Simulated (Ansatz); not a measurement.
**Vibrational response of CdS3**

All numbers below come from DFT PBE, scalar-relativistic, plane waves, PAW (Ansatz). Cutoff 420 eV, 6×6×4 k-points (Γ-centred), fixed occupations. No spin polarisation. Phonons by linear response, acoustic sum rule imposed.

Equilibrium structure at this level:
```
Cd S
1.0
     6.03440    0.00000    0.00000
     0.00000    6.03440    0.00000
     0.00000    0.00000    7.64482
Cd S
2 6
Direct
  0.00000 0.00000 0.00000
  0.50000 0.50000 0.00000
  0.00000 0.50000 0.32809
  0.20384 0.70384 0.18054
  0.79616 0.29616 0.18054
  0.50000 0.00000 0.67191
  0.29616 0.20384 0.81946
  0.70384 0.79616 0.81946
```

The cell was found from a proposed guess, not taken from experiment. Modes under 40 cm⁻¹ are poorly fixed. No dispersion correction is applied, so modes and constants that involve weak contacts between layers, chains or molecules come out too soft.

(1) Is this structure stable against zone-centre distortions?

(2) List the optical modes at Γ without the LO field (i marks imaginary ones).

## Answers

(1) Yes, at Γ: no optical mode is imaginary. Strains and other wave vectors aren't tested by this run.

(2)
```
frequency (cm⁻¹)  degeneracy  IR intensity of the level ((D/Å)²/amu)
              37           2                                    1.55
              49           1                                    0.00
              71           2                                    1.73
             105           2                                    0.52
             142           1                                    0.00
             170           1                                    0.80
             180           2                                    0.26
             198           1                                    0.00
             228           1                                    0.03
             264           2                                    8.45
             265           1                                    0.00
             276           1                                    0.00
             446           2                                    4.96
             451           1                                    0.03
             456           1                                    0.00
```
